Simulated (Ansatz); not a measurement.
# G0W0 on several functionals: RbCl (Fm-3m)

One-shot GW is not self-consistent; how far does the start matter for RbCl (Fm-3m)?

Program: Ansatz 0.2.0. Level of theory: G0W0 on several functionals, plane waves, PAW. Results are calculated unless marked as measured.

In doubt: masses and optical values from hybrid runs of this build are listed as unsure (step 4), which bears on the screening that GW takes from such a start.

## (1) Starting point

It takes space group Fm-3m (No. 225, cubic). Conventional cell: a = 6.579 Å, b = 6.579 Å, c = 6.579 Å, α = 90.00°, β = 90.00°, γ = 90.00°. Nearest to Rb lie 6 Cl at 3.29 Å. Nearest to Cl lie 6 Rb at 3.29 Å. Farther neighbours and most contacts between anions are not listed.

The cell and positions come from the Crystallography Open Database and are kept as given unless a step says otherwise.

## (2) G0W0 on LDA

G0W0 replaces the xc potential by the self-energy, built once from these orbitals. Only a window of levels is corrected, while the sums run over the empty bands that the input names. This step takes PAW set soft_1 files.

This step: G0W0 on LDA, plane waves, PAW; PAW set soft_1.

Contents of input.yaml:

```yaml
crystal:
  lattice:
    - [0.0, 3.2895, 3.2895]
    - [3.2895, 0.0, 3.2895]
    - [3.2895, 3.2895, 0.0]
  atoms:
    - { symbol: Rb, position: [0.0, 0.0, 0.0] }
    - { symbol: Cl, position: [0.5, 0.5, 0.5] }
kpoints:
  mp_grid: { grid: [4, 4, 4] }
hamiltonian:
  xc: lda
  pseudopotentials: { kind: paw, azcp: { folder: soft_1 }, xc_functional: pbe }
scf:
  occupations: { method: fixed }
gw:
  n_empty_bands: 212
  ecut_chi: 120
  qp_bands: [v2, c2]
  qp_kpoints: band_edges
  screening: { model: contour_deformation }
```

Launch:

```bash
> ansatz run input.yaml --threads 24 --pin off --max-ram 82944MiB --backend cuda --events-out ev --progress --plain --runs-dir out --devices 1 --max-vram 78GiB
```

Numbers of over 12 decimals in the logs are rounded to 6 here.

The log of the run:

```text
GPUs: using 1 of 1 available (devices: 1).
Engine: ansatz 0.2.0, aarch64-unknown-linux-gnu
Pseudopotentials: kind: paw
Pseudopotential: Rb, paw, valence charge 9, recommended cutoff 420 eV (normal), soft_1/Rb.paw.azcp
Pseudopotential: Cl, paw, valence charge 7, recommended cutoff 420 eV (normal), soft_1/Cl.paw.azcp
Functional definition: SPW92
  exchange = slater_x
  correlation = pw_c
device memory: the entry about to start is reckoned to put 2.0 GiB on a device that reports 172.6 GiB free (of which the cap on the GPU budget leaves the run 78.0 GiB)
GPU FFT provider: cuFFT
GPU libraries: cuBLAS 13.8.1, cuFFT 12.4.0, cuSOLVER 12.3.2
GPU matrix products: emulated (plane waves: as basis.precision tells), large ones in fixed point in workspaces of 1.00 GiB
Crystal: 2 atoms, lattice volume = 71.190 Å³
Basis set: ecut = 420 eV, 1411 PW (Γ)
Bands: 12, of which v1, the nominal top of the filled ones, is band 8 counted from 1 (7 counted from 0)
Symmetry: 48 space group operations
Space group: Fm-3m (ITA 225), of the structure as read, at distance tolerance 4.1e-5 Å
k-points: 8 of 64
Non-local potential: Rb, projectors of the file, l = 0: 3, l = 1: 2, l = 2: 2
Non-local potential: Cl, projectors of the file, l = 0: 2, l = 1: 2, l = 2: 1
PAW form: soft (Blöchl's): semilocal exchange-correlation on the pseudo side does not see the compensation charge
PAW frozen core: Rb, regenerated for the run's functional, and the local potential with it (the file was generated under x = pbe(κ = 0.804, μ = 0.219515), c = pbe(β = 0.066725))
PAW frozen core: Cl, regenerated for the run's functional, and the local potential with it (the file was generated under x = pbe(κ = 0.804, μ = 0.219515), c = pbe(β = 0.066725))
PAW one-centre angular grid: Rb, 110 points (default); XC on 64 Gauss nodes
PAW one-centre angular grid: Cl, 110 points (default); XC on 64 Gauss nodes
Initial density: superposition of atomic densities (chi_scale 0.1, normalization cell, long waves kept (reshape's long-wave potential 0.00 eV rms))
Initial wavefunctions: pseudopotential atomic-orbital guess
GPU buffer pool allocated for 32768 grid points (all kernels)
GPU transforms: local potential and band sums: pruned to the plane-wave sphere, on 30×32×32
Functional: x = slater, c = lda
SCF iter   1: F=—  HF=-4219.553678 eV  |F-HF|=—  |Δ(HF+E_count)|=         —  Δρ=4.05e-2  dr2=2.13e0  ethr=3.10e-3  ⟨swp⟩=5.9  Hψ=549  notcnv=0  defer=14
preconditioner: auto → none  [insulator: Δε(μ)=3.311 eV  Ē_g=13.349 eV  n_scr=14 (ndim 8)  ℏωp=16.5 eV  f_vac=0.000  ε∞_Penn≈2.5]
SCF iter   2: F=—  HF=-4218.789741 eV  |F-HF|=—  |Δ(HF+E_count)|=   7.64e-1  Δρ=1.28e-2  dr2=1.88e-1  ethr=3.10e-3  ⟨swp⟩=3.0  Hψ=281  notcnv=0  defer=10
SCF iter   3: F=—  HF=-4218.734268 eV  |F-HF|=—  |Δ(HF+E_count)|=   5.55e-2  Δρ=3.53e-3  dr2=1.29e-2  ethr=1.17e-3  ⟨swp⟩=2.0  Hψ=150  notcnv=0  defer=14
SCF iter   4: F=—  HF=-4218.734376 eV  |F-HF|=—  |Δ(HF+E_count)|=   1.09e-4  Δρ=1.15e-3  dr2=8.77e-4  ethr=8.07e-5  ⟨swp⟩=3.1  Hψ=225  notcnv=0  defer=14
SCF iter   5: F=—  HF=-4218.734738 eV  |F-HF|=—  |Δ(HF+E_count)|=   3.62e-4  Δρ=9.14e-5  dr2=7.66e-6  ethr=5.48e-6  ⟨swp⟩=2.5  Hψ=180  notcnv=0  defer=14
SCF iter   6: F=—  HF=-4218.734739 eV  |F-HF|=—  |Δ(HF+E_count)|=   1.01e-6  Δρ=2.30e-5  dr2=4.43e-7  ethr=4.79e-8  ⟨swp⟩=3.0  Hψ=173  notcnv=0  defer=4
SCF iter   7: F=-4218.734739 eV  HF=-4218.734739 eV  |F-HF|=1.14e-8  |Δ(HF+E_count)|=   1.50e-7  Δρ=4.60e-6  dr2=1.57e-8  ethr=6.25e-10  ⟨swp⟩=6.6  Hψ=509  notcnv=0
SCF 1 converged in 7 iterations: F = -4218.734739 eV  dr2 = 1.57e-8
  greatest PAW one-centre occupation: 0.973 electrons in one spin orbital (limit 2), on the Rb atom at site 0 (counted from 0), in its partial waves of l = 0
device memory: the entry about to start is reckoned to put 3.1 GiB on a device that reports 172.6 GiB free (of which the cap on the GPU budget leaves the run 78.0 GiB)
NSCF: frozen V_eff on 8 k-points
the band table was solved once the SCF had ended and its energy, with any forces and stress, was formed, with the checks that follow a solve (669 applications of the Hamiltonian). They found nothing against the state; the energy, forces and stress were not computed again (output.eigenvalues in the input reference)
device memory: the entry about to start is reckoned to put 10.1 GiB on a device that reports 172.6 GiB free (of which the cap on the GPU budget leaves the run 78.0 GiB)
NSCF: frozen V_eff on 8 k-points
G₀W₀ screening: q 1/8
[... further progress lines ...]
device memory: the entry about to start is reckoned to put 0.3 GiB on a device that reports 182.3 GiB free (of which the cap on the GPU budget leaves the run 78.0 GiB)
NSCF: frozen V_eff on 1 k-points
SCF converged after 7 iterations
Free energy (F): -4218.734739 eV
Harris-Foulkes:  -4218.734739 eV  (|F-HF|=1.14e-8)
Internal energy: -4218.734739 eV  (E = F + TS)
E sigma→0 (E₀):  -4218.734739 eV
Fermi energy:    0.744269 eV
--- Per-component energies (eV) ---
  E_band       = -109.556337
  E_kinetic    = 334.065239
  E_local      = -810.518909  (includes V_loc(G=0)·N_el)
  E_nonlocal   = 224.642204
  E_hartree    = 217.412957
  E_xc         = -229.277633
  E_vxc        = -245.295880  (∫ρ·V_xc dr)
  E_paw        = -3152.981062  (= ΣΔE_a)
  E_vpaw       = -47.277264  (= ΣTr[D̂ρ^β])
  E_aug_tail   = 0.000094  (compensation charges beyond the density's cutoff)
  E_ewald      = -802.539380
  E_core_change = 0.461751  (= ΣΔE_core)
  E_smearing   = -0.000000  (= −TS)
  E_closure    = 0.000000  (closes the sum)
  Σ components = -4218.734739   (vs F -4218.734739, Δ=0.00e0)
--- Band table (eV; the first three rows and the last of 8) ---
  k-point 0: bands = [... 4 lower, -7.1568, 0.7443, 0.7443, 0.7443, 5.2977, 8.4538, 8.4538, 8.4538]
  k-point 1: bands = [... 4 lower, -7.1447, 0.2191, 0.5585, 0.5585, 6.5966, 8.1798, 9.2209, 9.2209]
  k-point 2: bands = [... 4 lower, -7.1331, -0.1886, 0.3867, 0.3867, 8.0804, 8.3803, 10.6741, 10.6741]
  k-point 7: bands = [... 4 lower, -7.1455, 0.2733, 0.4891, 0.4891, 8.0678, 8.0678, 9.7341, 9.8453]
--- G₀W₀: contour deformation, 6 samples at zero and on the imaginary axis and 2 off it, 64 q-points, 212 empty bands' worth ---
  eigenvalues of the whole cell's RPA ε∞ on this k-mesh (on a slab, of 1 + 4πα/V) = 2.2911, 2.2911, 2.2911; static W/v taken at q = 0 is 0.436474
  bands read: the sum over 220 bands ends inside a degenerate multiplet in 4 slots, whose members it reads at an even weight; the widest, k=0: bands 219 to 221 (counted from 1) at 2/3 each
  gw.qp_kpoints: band_edges: 8 of 8 stored k-points solved, in 1 pass; an edge of the gap read off the rows below is read off those points alone
    ik  band        ε_KS         Σx   Σc(E_QP)       V_xc       Z   E_QP_lin       E_QP  E_QP is
     0     7      0.7443   -20.6065     2.5199   -16.3148  0.7897    -1.0717    -1.0275  root
     0     8      0.7443   -20.6065     2.5199   -16.3148  0.7897    -1.0717    -1.0275  root
     0     9      5.2977    -4.2153    -3.0914    -8.4469  0.8642     6.4481     6.4378  root
     0    10      8.4538    -3.8181    -3.3195    -8.6268  0.8576     9.9647     9.9430  root
     1     7      0.5585   -20.2392     2.5407   -15.9146  0.7888    -1.2721    -1.2255  root
     1     8      0.5585   -20.2392     2.5407   -15.9146  0.7888    -1.2721    -1.2255  root
     1     9      6.5966    -5.1432    -3.1552    -9.4837  0.8550     7.7943     7.7818  root
     1    10      8.1798    -3.7838    -3.2556    -8.3756  0.8550     9.5341     9.5159  root
     2     7      0.3867   -19.9425     2.5693   -15.5757  0.7877    -1.4600    -1.4108  root
     2     8      0.3867   -19.9425     2.5693   -15.5757  0.7877    -1.4600    -1.4108  root
     2     9      8.0804    -3.9229    -3.1843    -8.2643  0.8556     9.2512     9.2375  root
     2    10      8.3803    -5.5576    -3.3719   -10.2730  0.8401     9.7448     9.7238  root
     3     7      0.6713   -20.5108     2.5220   -16.2080  0.7901    -1.1546    -1.1094  root
     3     8      0.6713   -20.5108     2.5220   -16.2080  0.7901    -1.1546    -1.1094  root
     3     9      6.6978    -4.8139    -3.2104    -9.2557  0.8564     7.9426     7.9291  root
     3    10      7.2922    -3.2195    -3.1404    -7.6590  0.8623     8.6066     8.5913  root
     4     7      0.4408   -20.1247     2.5451   -15.7800  0.7896    -1.4070    -1.3587  root
     4     8      0.5117   -20.2411     2.5478   -15.9004  0.7891    -1.3286    -1.2812  root
     4     9      7.4845    -3.6035    -3.1515    -8.0240  0.8586     8.7687     8.7535  root
     4    10      8.3082    -4.9998    -3.3593    -9.6571  0.8467     9.6246     9.6061  root
     5     7      0.4054   -20.0048     2.5703   -15.6375  0.7877    -1.4406    -1.3916  root
     5     8      0.5551   -20.2967     2.5163   -15.9891  0.7909    -1.2825    -1.2362  root
     5     9      7.7279    -5.0324    -3.2750    -9.5690  0.8499     9.0055     8.9894  root
     5    10      8.1610    -3.9248    -3.2421    -8.4570  0.8529     9.4683     9.4509  root
     6     7      0.6374   -20.5459     2.5293   -16.2278  0.7903    -1.1972    -1.1514  root
     6     8      0.6374   -20.5459     2.5293   -16.2278  0.7903    -1.1972    -1.1514  root
     6     9      6.5958    -3.0937    -3.0444    -7.3744  0.8649     7.8451     7.8321  root
     6    10      8.4452    -4.5668    -3.4683    -9.4953  0.8555     9.9262     9.9054  root
     7     7      0.4891   -20.2725     2.5220   -15.9485  0.7914    -1.3603    -1.3129  root
     7     8      0.4891   -20.2725     2.5220   -15.9485  0.7914    -1.3603    -1.3129  root
     7     9      8.0678    -3.9533    -3.2348    -8.4785  0.8531     9.3754     9.3581  root
     7    10      8.0678    -3.9533    -3.2348    -8.4785  0.8531     9.3754     9.3581  root
```

Elapsed: 2.9 s, on 1 × NVIDIA GB200 (shared by 2 runs) with 24 threads of Arm Neoverse V2, shared host; peak memory 1.3 GiB.

Numbers from this step:

- bands summed: 220
- RPA ε∞ on this mesh (eigenvalues): 2.291, 2.291, 2.291
- plane waves in the screening matrix: 181
- q-points in the mesh: 64
- G0W0 gap on the mesh: 7.465 eV
- k of the valence top: 0, 0, 0
- k of the conduction bottom: 0, 0, 0
- starting gap on the mesh: 4.553 eV
- Z at the valence top: 0.7897
- Z at the conduction bottom: 0.8642
- least direct G0W0 gap on the computed points: 7.465 eV

The gap on the mesh goes from 4.55 eV to 7.47 eV, a correction of +2.91 eV. Between the two edge states, bare exchange in place of the xc potential would open the gap by 8.52 eV, and correlation takes back 5.61 eV.

## (3) G0W0 on PBE

The same correction from a different start measures what one shot leaves open.

This step: G0W0 on PBE, plane waves, PAW; PAW set soft_1.

input.yaml, as its differences from that of step 2:

```diff
@@ -11,4 +11,4 @@
 hamiltonian:
-  xc: lda
-  pseudopotentials: { kind: paw, azcp: { folder: soft_1 }, xc_functional: pbe }
+  xc: pbe
+  pseudopotentials: { kind: paw, azcp: { folder: soft_1 } }
 scf:
```

The log of the run:

```text
GPUs: using 1 of 1 available (devices: 1).
[...]
GPU FFT provider: cuFFT
GPU libraries: cuBLAS 13.8.1, cuFFT 12.4.0, cuSOLVER 12.3.2
[...]
Crystal: 2 atoms, lattice volume = 71.190 Å³
Basis set: ecut = 420 eV, 1411 PW (Γ)
Bands: 12, of which v1, the nominal top of the filled ones, is band 8 counted from 1 (7 counted from 0)
[... 1 set-up line as in the run before ...]
[...]
k-points: 8 of 64
[...]
GPU buffer pool allocated for 32768 grid points (all kernels)
[...]
SCF iter   1: F=—  HF=-4351.441130 eV  |F-HF|=—  |Δ(HF+E_count)|=         —  Δρ=3.73e-2  dr2=1.78e0  ethr=3.10e-3  ⟨swp⟩=5.9  Hψ=553  notcnv=0  defer=12
[...]
SCF iter   7: F=-4350.772880 eV  HF=-4350.772880 eV  |F-HF|=7.57e-9  |Δ(HF+E_count)|=   1.98e-7  Δρ=4.88e-6  dr2=1.38e-8  ethr=6.25e-10  ⟨swp⟩=7.1  Hψ=547  notcnv=0
SCF 1 converged in 7 iterations: F = -4350.772880 eV  dr2 = 1.38e-8
[...]
NSCF: frozen V_eff on 8 k-points
[...]
G₀W₀ screening: q 1/8
[... further progress lines ...]
[...]
SCF converged after 7 iterations
Free energy (F): -4350.772880 eV
[...]
Internal energy: -4350.772880 eV  (E = F + TS)
E sigma→0 (E₀):  -4350.772880 eV
Fermi energy:    1.023641 eV
[...]
--- Band table (eV; the first three rows and the last of 8) ---
  k-point 0: bands = [... 4 lower, -6.9427, 1.0236, 1.0236, 1.0236, 6.0280, 9.0091, 9.0091, 9.0091]
  k-point 1: bands = [... 4 lower, -6.9292, 0.5451, 0.8488, 0.8488, 7.2911, 8.7873, 9.7651, 9.7651]
  k-point 2: bands = [... 4 lower, -6.9163, 0.1630, 0.6863, 0.6863, 8.7706, 9.0057, 11.1820, 11.1820]
  k-point 7: bands = [... 4 lower, -6.9307, 0.5831, 0.7869, 0.7869, 8.6919, 8.6919, 10.3594, 10.3913]
[...]
0     7      1.0236   -20.6775     2.4815   -16.2253  0.7983    -0.9972    -0.9470  root
     0     8      1.0236   -20.6775     2.4815   -16.2253  0.7983    -0.9972    -0.9470  root
     0     9      6.0280    -4.1043    -2.9622    -7.7048  0.8706     6.6691     6.6663  root
     0    10      9.0091    -3.9073    -3.1713    -8.2405  0.8642    10.1823    10.1710  root
     1     7      0.8488   -20.3350     2.5032   -15.8380  0.7977    -1.1981    -1.1449  root
     1     8      0.8488   -20.3350     2.5032   -15.8380  0.7977    -1.1981    -1.1449  root
     1     9      7.2911    -4.9352    -3.0237    -8.6880  0.8624     8.0242     8.0202  root
     1    10      8.7873    -3.8298    -3.1041    -7.9049  0.8623     9.7665     9.7583  root
[...]
7     7      0.7869   -20.3676     2.4892   -15.8568  0.8000    -1.2891    -1.2347  root
     7     8      0.7869   -20.3676     2.4892   -15.8568  0.8000    -1.2891    -1.2347  root
     7     9      8.6919    -3.9392    -3.0803    -7.9284  0.8608     9.6081     9.6009  root
     7    10      8.6919    -3.9392    -3.0803    -7.9284  0.8608     9.6081     9.6009  root
```

Run time: 2.8 s. Hardware: 1 × NVIDIA GB200 (shared by 2 runs) with 24 threads; peak memory 1.2 GiB; 6.2 s of CPU time.

Numbers from this step:

```
bands summed                                 : 220
RPA ε∞ on this mesh (eigenvalues)            : 2.187, 2.187, 2.187
plane waves in the screening matrix          : 181
q-points in the mesh                         : 64
G0W0 gap on the mesh                         : 7.613 eV
k of the valence top                         : 0, 0, 0
k of the conduction bottom                   : 0, 0, 0
starting gap on the mesh                     : 5.004 eV
Z at the valence top                         : 0.7983
Z at the conduction bottom                   : 0.8706
least direct G0W0 gap on the computed points : 7.613 eV
```

Against the run with 4×4×4 mesh, 212 empty bands, screening to 120 eV, PAW set soft_1 files on LDA, the gap moves by +0.15 eV, while the start moved by +0.45 eV.

## (4) G0W0 on HSE06

This step: G0W0 on HSE06, plane waves, PAW; PAW set soft_1.

input.yaml, as its differences from that of step 3:

```diff
@@ -11,3 +11,3 @@
 hamiltonian:
-  xc: pbe
+  xc: hse06
   pseudopotentials: { kind: paw, azcp: { folder: soft_1 } }
```

The log of the run:

```text
GPUs: using 1 of 1 available (devices: 1).
[...]
davidson cushion auto → on  (no smearing: the cushion is to keep the highest requested band from converging to the state above it; pin scf.eigensolver.cushion to override)
[...]
Crystal: 2 atoms, lattice volume = 71.190 Å³
Basis set: ecut = 420 eV, 1411 PW (Γ)
Bands: 12, of which v1, the nominal top of the filled ones, is band 8 counted from 1 (7 counted from 0)
[... 1 set-up line as in the run before ...]
[...]
1     9      7.6240    -4.6213    -2.8317    -8.0623  0.8829     8.2355     8.2334  root
     1    10      9.1676    -3.5878    -2.8610    -7.2338  0.8832     9.9564     9.9527  root
[...]
7     7     -0.2048   -20.4248     2.0833   -16.9275  0.8291    -1.6363    -1.6189  root
     7     8     -0.2048   -20.4248     2.0833   -16.9275  0.8291    -1.6363    -1.6189  root
     7     9      9.0542    -3.6898    -2.8417    -7.2705  0.8820     9.7966     9.7932  root
     7    10      9.0542    -3.6898    -2.8417    -7.2705  0.8820     9.7966     9.7932  root
[key lines of the parts left out:]
Free energy (F): -4354.037182 eV
Fermi energy:    0.040625 eV
```

Wall time 6.6 s (1 × NVIDIA GB200 (shared by 2 runs) with 24 threads); peak memory 1.3 GiB; 22 s of CPU time.

This step gave:

```yaml
bands_summed: 220
rpa_eps_infinity_on_this_mesh_eigenvalues: 2.004, 2.004, 2.004
plane_waves_in_the_screening_matrix: 181
g0w0_gap_on_the_mesh: 8.212 eV
k_of_the_valence_top: 0, 0, 0
k_of_the_conduction_bottom: 0, 0, 0
starting_gap_on_the_mesh: 6.299 eV
least_direct_g0w0_gap_on_the_computed_points: 8.212 eV
```

Against the run with 4×4×4 mesh, 212 empty bands, screening to 120 eV, PAW set soft_1 files on PBE, the gap moves by +0.60 eV, while the start moved by +1.29 eV.

## (5) Side by side

All on the 4×4×4 mesh with 212 empty bands and screening to 120 eV. Times are wall times on 1 × NVIDIA GB200 (shared by 2 runs) with 24 threads of Arm Neoverse V2, shared host, good to a factor of about two.

| start | starting gap (eV) | shift (eV) | G0W0 gap (eV) | RPA ε∞ (harmonic mean) | Z (valence, conduction) | time |
| --- | --- | --- | --- | --- | --- | --- |
| LDA | 4.55 | +2.91 | 7.47 | 2.29 | 0.79, 0.86 | 2.9 s |
| PBE | 5.00 | +2.61 | 7.61 | 2.19 | 0.80, 0.87 | 2.8 s |
| HSE06 | 6.30 | +1.91 | 8.21 | 2.00 | 0.83, 0.89 | 6.6 s |

How the two edges are built up, in eV (the quasiparticle level is the starting level plus Σx plus Σc less Vxc):

| run | edge | start | Σx | Σc | Vxc | Z | QP |
| --- | --- | --- | --- | --- | --- | --- | --- |
| LDA | valence top | 0.74 | -20.61 | 2.52 | -16.31 | 0.79 | -1.03 |
| LDA | conduction bottom | 5.30 | -4.22 | -3.09 | -8.45 | 0.86 | 6.44 |
| PBE | valence top | 1.02 | -20.68 | 2.48 | -16.23 | 0.80 | -0.95 |
| PBE | conduction bottom | 6.03 | -4.10 | -2.96 | -7.70 | 0.87 | 6.67 |
| HSE06 | valence top | 0.04 | -20.68 | 2.08 | -17.23 | 0.83 | -1.33 |
| HSE06 | conduction bottom | 6.34 | -3.93 | -2.78 | -7.25 | 0.89 | 6.88 |

For a hybrid start, Vxc holds its share of exact exchange.

## (6) Summary of results

- G0W0@LDA: 7.47 eV (start 4.55 eV)
- G0W0@PBE: 7.61 eV (start 5.00 eV)
- G0W0@HSE06: 8.21 eV (start 6.30 eV)
- known limits: not at the basis limit; no spin-orbit coupling

In words: The starting gaps span 1.75 eV and the G0W0 gaps 0.75 eV. Between LDA and HSE06, 0.75 eV of the 1.75 eV survives, 43 %. HSE06 screens less than LDA (ε∞ 2.00 against 2.29). Of the 0.75 eV by which its G0W0 gap is higher, the correlation part gives +0.75 eV, and exchange with the one-particle terms, which follow the orbitals, −0.003 eV. The smallest correction, +1.91 eV, is on HSE06, the start nearest to reproducing itself. Bands and cutoff are finite, so the gap is not at the basis limit. The miss can reach some tenths of an eV and take either sign; the mesh is an error of its own. The many-body steps are scalar-relativistic: spin-orbit coupling is not in them.

[Paths, hosts, dates, memory and timing lines, banners, echoed tables and standing remarks are left out of the program output.]

[Logs are printed without paths, hosts, clocks, repeated set-up lines and the standing remarks that a program may print on its own settings, such as how far it seeks lower states.]

[Runs of the session that timed out or met a known fault of the program may be left out.]

[Cells called generated may have been cut or substituted from an entry of the Crystallography Open Database or the Materials Project.]

[Hosts, paths, dates, database ids (printed as entryN), source tags and the programs' standing remarks are cut or masked in the printed files.]
